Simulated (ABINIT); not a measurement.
# Pb (Fm-3m) in ABINIT: notebook

One crystal, Pb, is run at these levels: PBE, SOGGA, BLYP, LDA-PZ; tasks: equation of state.

All numbers are computed with ABINIT 10.8.3 (patched build); they aren't measurements. Logs are shortened: lines on timing, memory, paths and dates and some standing lists are left out, and cuts for length are marked. The log counts tension as positive stress, the text compression.

## 1. Starting point

Symmetry: Fm-3m, No. 225, cubic system. Conventional cell: a = 4.950 Å, b = 4.950 Å, c = 4.950 Å, α = 90.00°, β = 90.00°, γ = 90.00°. Pb (site symmetry m-3m) has 12 Pb at 3.50 Å as nearest neighbours.

## 2. Equation of state, PBE

run.abi reads:

```
# Datasets: one volume each
ndtset 7
getwfk -1
scalecart1 3*0.9795861087
scalecart2 3*0.9864848297
scalecart3 3*0.9932883884
scalecart4 3*1.0000000000
scalecart5 3*1.0066227096
scalecart6 3*1.0131594038
scalecart7 3*1.0196128224

# Pseudopotentials
pp_dirpath "./"
pseudos "Pb.GGA_PBE-JTH.xml"

# Structure
acell 3*1.0 Angstrom
rprim
     0.0000000000     2.4750200000     2.4750200000
     2.4750200000     0.0000000000     2.4750200000
     2.4750200000     2.4750200000     0.0000000000
ntypat 1
znucl 82
natom 1
typat 1
xred
     0.0000000000     0.0000000000     0.0000000000

# Plane-wave basis
ecut 23.0
pawecutdg 45.0

# k points
kptopt 1
ngkpt 9 9 9
nshiftk 1
shiftk 0.0 0.0 0.0

# Exchange and correlation
ixc 11

# Bands and occupations
nband 11
occopt 3
tsmear 0.05 eV

# SCF cycle
nstep 100
tolvrs 1.0e-9

# Output
iomode 3
prtwf 1
prtden 0
prteig 0
prtebands 0
enunit 1
```

Potentials or basis: JTH PAW PBE v2.0.

Command:

```console
abinit run.abi > log 2>&1
```

run.abo:

```text
.Version 10.8.3 of ABINIT
 DATASET    1 : space group Fm -3 m (#225); Bravais cF (face-center cubic)
================================================================================
 Values of the parameters that define the memory need for DATASET  1.
     intxc =       0    ionmov =       0      iscf =      17    lmnmax =      18
     lnmax =       6     mgfft =      30  mpssoang =       3    mqgrid =    3001
     natom =       1  nloc_mem =       2    nspden =       1   nspinor =       1
    nsppol =       1      nsym =      48    n1xccc =       1    ntypat =       1
    occopt =       3   xclevel =       2
       mpw =        1026          nfft =       27000          nkpt =          35
 PAW method is used; the additional fine FFT grid is defined by:
   mgfftf=        40    nfftf =     64000
================================================================================
================================================================================
[... 71 lines left out ...]
 DATASET    7 : space group Fm -3 m (#225); Bravais cF (face-center cubic)
================================================================================
 Values of the parameters that define the memory need for DATASET  7.
     intxc =       0    ionmov =       0      iscf =      17    lmnmax =      18
     lnmax =       6     mgfft =      30  mpssoang =       3    mqgrid =    3001
     natom =       1  nloc_mem =       2    nspden =       1   nspinor =       1
    nsppol =       1      nsym =      48    n1xccc =       1    ntypat =       1
    occopt =       3   xclevel =       2
       mpw =        1158          nfft =       27000          nkpt =          35
 PAW method is used; the additional fine FFT grid is defined by:
   mgfftf=        45    nfftf =     91125
================================================================================
================================================================================

--------------------------------------------------------------------------------
------------- Echo of variables that govern the present computation ------------
--------------------------------------------------------------------------------
 -outvars: echo values of preprocessed input variables --------
            acell      1.8897261259E+00  1.8897261259E+00  1.8897261259E+00 Bohr
              amu      2.07200000E+02
             ecut      2.30000000E+01 Hartree
           enunit           1
           getwfk          -1
              ixc          11
           jdtset        1    2    3    4    5    6    7
         kptrlatt        9    0    0      0    9    0      0    0    9
          kptrlen1     5.83146543E+01
          kptrlen2     5.87253344E+01
          kptrlen3     5.91303495E+01
          kptrlen4     5.95298910E+01
          kptrlen5     5.99241402E+01
          kptrlen6     6.03132689E+01
          kptrlen7     6.06974402E+01
            natom           1
            nband          11
           ndtset           7
            ngfft          30      30      30
          ngfftdg1         40      40      40
          ngfftdg2         40      40      40
          ngfftdg3         40      40      40
          ngfftdg4         40      40      40
          ngfftdg5         45      45      45
          ngfftdg6         45      45      45
          ngfftdg7         45      45      45
             nkpt          35
            nstep         100
             nsym          48
           ntypat           1
           occopt           3
        pawecutdg      4.50000000E+01 Hartree
         pawxcdev           0
           prtden           0
        prtebands           0
           prteig           0
            rprim1     0.0000000000E+00  2.4244952108E+00  2.4244952108E+00
                       2.4244952108E+00  0.0000000000E+00  2.4244952108E+00
                       2.4244952108E+00  2.4244952108E+00  0.0000000000E+00
            rprim2     0.0000000000E+00  2.4415696832E+00  2.4415696832E+00
                       2.4415696832E+00  0.0000000000E+00  2.4415696832E+00
                       2.4415696832E+00  2.4415696832E+00  0.0000000000E+00
            rprim3     0.0000000000E+00  2.4584086271E+00  2.4584086271E+00
                       2.4584086271E+00  0.0000000000E+00  2.4584086271E+00
                       2.4584086271E+00  2.4584086271E+00  0.0000000000E+00
            rprim4     0.0000000000E+00  2.4750200000E+00  2.4750200000E+00
                       2.4750200000E+00  0.0000000000E+00  2.4750200000E+00
                       2.4750200000E+00  2.4750200000E+00  0.0000000000E+00
            rprim5     0.0000000000E+00  2.4914113387E+00  2.4914113387E+00
                       2.4914113387E+00  0.0000000000E+00  2.4914113387E+00
                       2.4914113387E+00  2.4914113387E+00  0.0000000000E+00
            rprim6     0.0000000000E+00  2.5075897876E+00  2.5075897876E+00
                       2.5075897876E+00  0.0000000000E+00  2.5075897876E+00
                       2.5075897876E+00  2.5075897876E+00  0.0000000000E+00
            rprim7     0.0000000000E+00  2.5235621277E+00  2.5235621277E+00
                       2.5235621277E+00  0.0000000000E+00  2.5235621277E+00
                       2.5235621277E+00  2.5235621277E+00  0.0000000000E+00
          spgroup         225
           tolvrs      1.00000000E-09
           tsmear      1.83746611E-03 Hartree
            typat      1
           useylm           1
            znucl       82.00000

================================================================================

 chkinp: Checking input parameters for consistency, jdtset=   1.

 chkinp: Checking input parameters for consistency, jdtset=   2.

 chkinp: Checking input parameters for consistency, jdtset=   3.

 chkinp: Checking input parameters for consistency, jdtset=   4.
[... 31 lines left out ...]
 getcut: wavevector=  0.0000  0.0000  0.0000  ngfft=  30  30  30
         ecut(hartree)=     23.000   => boxcut(ratio)=   2.14703

 Fine grid specifications (used for densities):

 getcut: wavevector=  0.0000  0.0000  0.0000  ngfft=  40  40  40
         ecut(hartree)=     45.000   => boxcut(ratio)=   2.04434

--- Pseudopotential description ------------------------------------------------
- pspini: atom type   1  psp file is ./Pb.GGA_PBE-JTH.xml
 Pseudopotential format is: paw10
 basis_size (lnmax)=  6 (lmn_size= 18), orbitals=   0   0   1   1   2   2
 Spheres core radius: rc_sph= 2.40264019
 Shapefunction is BESSEL type: shapef(r,l)=aa(1,l)*jl(q(1,l)*r)+aa(2,l)*jl(q(2,l)*r)
 Radius for shape functions =  2.00872932
 Compensation charge density is not taken into account in XC energy/potential

   3.29629720E+02                                ecore*ucvol(ha*bohr**3)
--------------------------------------------------------------------------------

[... 7 lines left out ...]

     iter   Etot(hartree)      deltaE(h)  residm     nres2
 ETOT  1  -60.131798892586    -6.013E+01 9.547E+00 1.812E+00
 ETOT  2  -61.200397426809    -1.069E+00 3.323E-01 9.386E-01
 ETOT  3  -61.202465204571    -2.068E-03 2.672E-01 2.347E-01
 ETOT  4  -61.202448173751     1.703E-05 3.415E-02 5.604E-02
 ETOT  5  -61.202409065259     3.911E-05 7.700E-03 2.123E-03
 ETOT  6  -61.202410717132    -1.652E-06 6.200E-03 5.608E-04
 ETOT  7  -61.202409962469     7.547E-07 5.956E-03 9.513E-06
 ETOT  8  -61.202410034556    -7.209E-08 6.257E-04 6.060E-07
 ETOT  9  -61.202410039420    -4.864E-09 2.047E-03 4.246E-07
 ETOT 10  -61.202410039262     1.589E-10 1.033E-03 5.875E-10
[... 1139 lines left out ...]
 Cartesian components of stress tensor (hartree/bohr^3)
  sigma(1 1)=  1.14250307E-05  sigma(3 2)=  0.00000000E+00
  sigma(2 2)=  1.14250307E-05  sigma(3 1)=  0.00000000E+00
  sigma(3 3)=  1.14250307E-05  sigma(2 1)=  0.00000000E+00

-Cartesian components of stress tensor (GPa)         [Pressure= -3.3614E-01 GPa]
- sigma(1 1)=  3.36136009E-01  sigma(3 2)=  0.00000000E+00
- sigma(2 2)=  3.36136009E-01  sigma(3 1)=  0.00000000E+00
- sigma(3 3)=  3.36136009E-01  sigma(2 1)=  0.00000000E+00

== END DATASET(S) ==============================================================
================================================================================

 -outvars: echo values of variables after computation  --------
            acell      1.8897261259E+00  1.8897261259E+00  1.8897261259E+00 Bohr
           etotal1    -6.1202410039E+01
           etotal2    -6.1203157545E+01
           etotal3    -6.1203720871E+01
           etotal4    -6.1204120351E+01
           etotal5    -6.1204377388E+01
           etotal6    -6.1204506426E+01
           etotal7    -6.1204522863E+01
            fcart1    -0.0000000000E+00 -0.0000000000E+00 -0.0000000000E+00
            fcart2    -0.0000000000E+00 -0.0000000000E+00 -0.0000000000E+00
            fcart3    -0.0000000000E+00 -0.0000000000E+00 -0.0000000000E+00
            fcart4    -0.0000000000E+00 -0.0000000000E+00 -0.0000000000E+00
            fcart5    -0.0000000000E+00 -0.0000000000E+00 -0.0000000000E+00
            fcart6    -0.0000000000E+00 -0.0000000000E+00 -0.0000000000E+00
            fcart7    -0.0000000000E+00 -0.0000000000E+00 -0.0000000000E+00
            rprim1     0.0000000000E+00  2.4244952108E+00  2.4244952108E+00
                       2.4244952108E+00  0.0000000000E+00  2.4244952108E+00
                       2.4244952108E+00  2.4244952108E+00  0.0000000000E+00
            rprim2     0.0000000000E+00  2.4415696832E+00  2.4415696832E+00
                       2.4415696832E+00  0.0000000000E+00  2.4415696832E+00
                       2.4415696832E+00  2.4415696832E+00  0.0000000000E+00
            rprim3     0.0000000000E+00  2.4584086271E+00  2.4584086271E+00
                       2.4584086271E+00  0.0000000000E+00  2.4584086271E+00
[... 9 lines left out ...]
                       2.5075897876E+00  2.5075897876E+00  0.0000000000E+00
            rprim7     0.0000000000E+00  2.5235621277E+00  2.5235621277E+00
                       2.5235621277E+00  0.0000000000E+00  2.5235621277E+00
                       2.5235621277E+00  2.5235621277E+00  0.0000000000E+00
           strten1    -2.0392115321E-04 -2.0392115321E-04 -2.0392115321E-04
                       0.0000000000E+00  0.0000000000E+00  0.0000000000E+00
           strten2    -1.5646380236E-04 -1.5646380236E-04 -1.5646380236E-04
                       0.0000000000E+00  0.0000000000E+00  0.0000000000E+00
           strten3    -1.1427062463E-04 -1.1427062463E-04 -1.1427062463E-04
                       0.0000000000E+00  0.0000000000E+00  0.0000000000E+00
           strten4    -7.6948188682E-05 -7.6948188682E-05 -7.6948188682E-05
                       0.0000000000E+00  0.0000000000E+00  0.0000000000E+00
           strten5    -4.3873457127E-05 -4.3873457127E-05 -4.3873457127E-05
                       0.0000000000E+00  0.0000000000E+00  0.0000000000E+00
           strten6    -1.4765477872E-05 -1.4765477872E-05 -1.4765477872E-05
                       0.0000000000E+00  0.0000000000E+00  0.0000000000E+00
           strten7     1.1425030726E-05  1.1425030726E-05  1.1425030726E-05
                       0.0000000000E+00  0.0000000000E+00  0.0000000000E+00
 Calculation completed.
```

It took 80 s on 1 thread of Arm Neoverse V1, shared host; peak memory 0.15 GiB.

What came out:

| Item | Value |
| --- | --- |
| Equilibrium volume | 31.93 Å³/atom |
| Bulk modulus | 39 GPa |
| Pressure derivative of the bulk modulus | 5.5 |

Energy against volume, from the lowest point:
| volume (Å³/atom) | energy (meV/atom) |
| --- | --- |
| 28.503 | 57.49 |
| 29.110 | 37.15 |
| 29.716 | 21.82 |
| 30.323 | 10.95 |
| 30.929 | 3.96 |
| 31.535 | 0.45 |
| 32.142 | 0.00 |

Caveat: pressures at fixed basis lie under the slope of the energies.

## 3. Equation of state, SOGGA

run.abi reads:

```
ndtset 7
getwfk -1
scalecart1 3*0.9795861087
scalecart2 3*0.9864848297
scalecart3 3*0.9932883884
scalecart4 3*1.0000000000
scalecart5 3*1.0066227096
scalecart6 3*1.0131594038
scalecart7 3*1.0196128224

pp_dirpath "./"
pseudos "Pb.GGA_PBE-JTH.xml"

acell 3.5002068511 3.5002068511 3.5002068511 Angstrom
rprim
     0.0000000000     0.7071067812     0.7071067812
     0.7071067812     0.0000000000     0.7071067812
     0.7071067812     0.7071067812     0.0000000000
ntypat 1
znucl 82
natom 1
typat 1
xred
     0.0000000000     0.0000000000     0.0000000000

ecut 17.0
pawecutdg 34.0

kptopt 1
ngkpt 9 9 9
nshiftk 1
shiftk 0.0 0.0 0.0

ixc -150130

nband 11
occopt 3
tsmear 0.05 eV

nstep 100
tolvrs 1.0e-9

iomode 3
prtwf 1
prtden 0
prteig 0
prtebands 0
```

Potentials or basis: JTH PAW PBE v2.0.

Command:

```console
abinit run.abi > log 2>&1
```

It took 74 s on 1 thread of Arm Neoverse V1, shared host; peak memory 0.13 GiB.

It converged, with:

- Equilibrium volume: 29.50 Å³/atom (rough: see the caveat)
- Bulk modulus: 56 GPa (rough)

Energy against volume, from the lowest point:
| volume (Å³/atom) | energy (meV/atom) |
| --- | --- |
| 28.503 | 6.18 |
| 29.110 | 0.00 |
| 29.716 | 0.18 |
| 30.323 | 3.28 |
| 30.929 | 9.85 |
| 31.535 | 20.14 |
| 32.142 | 32.34 |

Caveat: the cutoff is too short for stress, so the log's stress isn't used; pressures at fixed basis lie under the slope of the energies; the fit is doubtful: noisy points or a state that changes with volume; the PAW data sets were made with another functional, which shifts forces and pressure a little.

## 4. Equation of state, PBE

run.abi reads:

```
# Datasets: one volume each
ndtset 7
getwfk -1
scalecart1 3*0.9795861087
scalecart2 3*0.9864848297
scalecart3 3*0.9932883884
scalecart4 3*1.0000000000
scalecart5 3*1.0066227096
scalecart6 3*1.0131594038
scalecart7 3*1.0196128224

# Pseudopotentials
pp_dirpath "./"
pseudos "Pb.GGA_PBE-JTH_sp.xml"

# Structure
acell 3*1.0 Angstrom
rprim
     0.0000000000     2.4750200000     2.4750200000
     2.4750200000     0.0000000000     2.4750200000
     2.4750200000     2.4750200000     0.0000000000
ntypat 1
znucl 82
natom 1
typat 1
xred
     0.0000000000     0.0000000000     0.0000000000

# Plane-wave basis
ecut 408.170794 eV
pawecutdg 30.0

# k points
kptopt 1
ngkpt 9 9 9
nshiftk 1
shiftk 0.0 0.0 0.0

# Exchange and correlation
ixc 11

# Bands and occupations
nband 6
occopt 3
tsmear 0.00183747

# SCF cycle
nstep 100
tolvrs 1.0e-9

# Output
iomode 3
prtwf 1
prtden 0
prteig 0
prtebands 0
enunit 2
```

Potentials or basis: JTH PAW PBE v2.0 sp.

Command:

```console
abinit run.abi > log 2>&1
```

It took 26 s on 1 thread of Arm Neoverse V1, shared host; peak memory 0.13 GiB.

It converged, with:

| Quantity | Value |
| --- | --- |
| Equilibrium volume | 31.91 Å³/atom |
| Bulk modulus | 41 GPa |
| Pressure derivative of the bulk modulus | 5.5 |

Energy against volume, from the lowest point:
```tsv
volume (Å³/atom)	energy (meV/atom)
28.503	58.53
29.110	37.72
29.716	22.03
30.323	10.92
30.929	3.86
31.535	0.35
32.142	0.00
```

Caveat: pressures at fixed basis lie under the slope of the energies; this set keeps more shells in the core, which shifts pressures and gaps. Spin-orbit coupling is left out, which matters for the levels of Pb.

## 5. Equation of state, BLYP

Changes to run.abi since step 4:

```diff
@@ -16,7 +16,7 @@
 # Structure
-acell 3*1.0 Angstrom
+acell 3.5002068511 3.5002068511 3.5002068511 Angstrom
 rprim
-     0.0000000000     2.4750200000     2.4750200000
-     2.4750200000     0.0000000000     2.4750200000
-     2.4750200000     2.4750200000     0.0000000000
+     0.0000000000     0.7071067812     0.7071067812
+     0.7071067812     0.0000000000     0.7071067812
+     0.7071067812     0.7071067812     0.0000000000
 ntypat 1
@@ -29,3 +29,3 @@
 # Plane-wave basis
-ecut 408.170794 eV
+ecut 15.0
 pawecutdg 30.0
@@ -39,3 +39,3 @@
 # Exchange and correlation
-ixc 11
+ixc -106131
 
@@ -44,3 +44,3 @@
 occopt 3
-tsmear 0.00183747
+tsmear 0.05 eV
 
@@ -56,2 +56 @@
 prtebands 0
-enunit 2
```

Command:

```console
abinit run.abi > log 2>&1
```

Wall time 32 s (1 thread of Arm Neoverse V1, shared host); peak memory 0.12 GiB.

It converged, with:

```yaml
Equilibrium_volume: "34.83 Å³/atom (rough: see the caveat)"
Bulk_modulus: 30 GPa (rough)
```

Energy against volume, from the lowest point:
```csv
volume (Å³/atom),energy (meV/atom)
28.503,142.44
29.110,106.31
29.716,75.90
30.323,50.58
30.929,29.80
31.535,13.06
32.142,0.00
```

Caveat: pressures at fixed basis lie under the slope of the energies; the minimum lies outside the volumes run; the PAW data sets were made with another functional, which shifts forces and pressure a little; this set keeps more shells in the core, which shifts pressures and gaps. The run has no spin-orbit coupling, so splittings on Pb are missing.

## 6. Equation of state, LDA-PZ

run.abi reads:

```
ndtset 7
getwfk -1
scalecart1 3*0.9795861087
scalecart2 3*0.9864848297
scalecart3 3*0.9932883884
scalecart4 3*1.0000000000
scalecart5 3*1.0066227096
scalecart6 3*1.0131594038
scalecart7 3*1.0196128224

pp_dirpath "./"
pseudos "Pb.LDA_PW-JTH_sp.xml"

acell 3*1.0
rprim
     0.0000000000     4.6771099530     4.6771099530
     4.6771099530     0.0000000000     4.6771099530
     4.6771099530     4.6771099530     0.0000000000
ntypat 1
znucl 82
natom 1
typat 1
xred
     0.0000000000     0.0000000000     0.0000000000

ecut 408.170794 eV
pawecutdg 30.0

kptopt 1
ngkpt 9 9 9
nshiftk 1
shiftk 0.0 0.0 0.0

ixc 2

nband 6
occopt 3
tsmear 0.05 eV

nstep 100
tolvrs 1.0e-9

iomode 3
prtwf 1
prtden 0
prteig 0
prtebands 0
enunit 1
```

Potentials or basis: JTH PAW LDA v2.0 sp.

Command:

```console
abinit run.abi > log 2>&1
```

Wall time 20 s (1 thread of Arm Neoverse V1, shared host); peak memory 0.11 GiB.

The run converged. Its results:

| Property | Result |
| --- | --- |
| Equilibrium volume | 29.09 Å³/atom |
| Bulk modulus | 57 GPa |
| Pressure derivative of the bulk modulus | 5.8 (rough: it moves with the points fitted) |

Energy against volume, from the lowest point:
| volume (Å³/atom) | energy (meV/atom) |
| --- | --- |
| 28.503 | 2.22 |
| 29.110 | 0.00 |
| 29.716 | 2.28 |
| 30.323 | 8.42 |
| 30.929 | 17.92 |
| 31.535 | 30.20 |
| 32.142 | 45.14 |

Caveat: pressures at fixed basis lie under the slope of the energies; this set keeps more shells in the core, which shifts pressures and gaps. The run has no spin-orbit coupling, so splittings on Pb are missing.

## 7. The runs side by side

| level | potentials or basis | cutoff (eV) | fine-grid cutoff | V0 of scaled cells (Å³/atom) | B0 (GPa) |
| --- | --- | --- | --- | --- | --- |
| PBE | JTH PAW PBE v2.0 | 626 | 1224.51 eV | 31.93 | 39 |
| SOGGA | JTH PAW PBE v2.0 | 463 | 925.187 eV | - | - |
| PBE | JTH PAW PBE v2.0 sp | 408 | 816.342 eV | 31.91 | 41 |
| BLYP | JTH PAW PBE v2.0 sp | 408 | 816.342 eV | - | - |
| LDA-PZ | JTH PAW LDA v2.0 sp | 408 | 816.342 eV | 29.09 | 57 |

Alike in all rows: task equation of state; no spin polarisation; cell as given; k mesh 9 × 9 × 9; smearing fermi-dirac 0.05 eV.

Caveats: pressures at fixed basis lie under the slope of the energies; this set keeps more shells in the core, which shifts pressures and gaps (some runs); the PAW data sets were made with another functional, which shifts forces and pressure a little (some runs); the fit is doubtful: noisy points or a state that changes with volume (some runs); the minimum lies outside the volumes run (some runs).

Total energies depend on the potentials used, so only differences within one code and one set of settings carry meaning.

## 8. How close it comes

Step 2. The cell as given is a measured one (30.32 Å³/atom); PBE puts the equilibrium volume +5.3 % from it, thermal expansion not counted.

Step 4. The cell as given is a measured one (30.32 Å³/atom); PBE puts the equilibrium volume +5.2 % from it, thermal expansion not counted.

Step 6. The cell as given is a measured one (30.32 Å³/atom); LDA-PZ puts the equilibrium volume -4.1 % from it, thermal expansion not counted.
